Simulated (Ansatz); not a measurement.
Ge:

```
Ge
1.0
    -2.57449    2.57449    1.39741
     2.57449   -2.57449    1.39741
     2.57449    2.57449   -1.39741
Ge
2
Cartesian
  0.0000 0.0000 1.3974
  2.5745 0.0000 0.6987
```

This isn't the form of Ge at room conditions, which is diamond.

Base run:

```yaml
Program: Ansatz 0.2.0
Functional: LDA
Potentials_or_basis: Ansatz PAW
Cutoff: 420 eV
Density_cutoff: 1680 eV
k_mesh: 11 × 11 × 11
Occupations: fermi-dirac, width 0.05 eV
Spin: no spin polarisation
```

Its results: band gap on the k mesh none (metal or under the smearing width); pressure -2.5 GPa.

The run is repeated on the same cell with these changes: functional from LDA to BLYP. What comes out?

Band gap on the k mesh none (metal or under the smearing width); pressure 9.6 GPa.

BLYP binds less tightly than LDA, so the same cell stands under more pressure.

Caveats: the PAW data sets come from PBE, with cores solved anew for the run's functional, which leaves a small shift of forces and pressure; the potentials were made for another functional, which shifts forces and pressure (some runs).

Not every run made on this cell is shown here.
